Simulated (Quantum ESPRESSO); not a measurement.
GaP under changes of volume

One of the cells (20.240 Å³/atom); the others are scaled copies at fixed shape and fractional positions:

```xyz
2
Lattice="0.0000 2.7252 2.7252 2.7252 0.0000 2.7252 2.7252 2.7252 0.0000" Properties=species:S:1:pos:R:3 pbc="T T T"
Ga    0.0000    0.0000    0.0000
P     4.0879    4.0879    4.0879
```

- Program: Quantum ESPRESSO 7.5
- Functional: PBE
- Potentials or basis: SSSP 1.3 efficiency PBE
- Cutoff: 952 eV
- Density cutoff: 7619 eV
- k mesh: 8 × 8 × 8
- Occupations: fermi-dirac, width 0.05 eV
- Spin: no spin polarisation

```tsv
volume (Å³/atom)	energy over the lowest point (meV/atom)	pressure (GPa)	gap on the mesh (eV)
19.026	46.25	8.6	1.52
19.431	27.01	6.3	1.57
19.836	?	?	?
20.240	4.56	2.4	1.64
20.645	0.28	0.7	1.61
21.050	0.00	-0.8	1.51
21.455	3.32	-2.1	1.35
```

Task: What does the run at 19.836 Å³/atom give?

Result: Energy over the lowest point 13.30 meV/atom; pressure 4.2 GPa; gap on the mesh 1.61 eV.

Worked out: A Birch-Murnaghan fit of order 3 (a polynomial in V^(-2/3)) to the other rows has its minimum at 20.88 Å³/atom with B0 = V·E''(V) = 77 GPa and B' = 4.5. It gives 13.29 meV/atom at 19.836 Å³/atom, against the run's 13.30, and -dE/dV = 4.4 GPa, against 4.2. A parabola through the other rows of the gap, of slope 1.03 eV per unit of ln V there, gives 1.65 eV, against the run's 1.61.

Energies are extrapolated to zero smearing.

A mesh can miss the band edges. Spin-orbit coupling on Ga is left out.
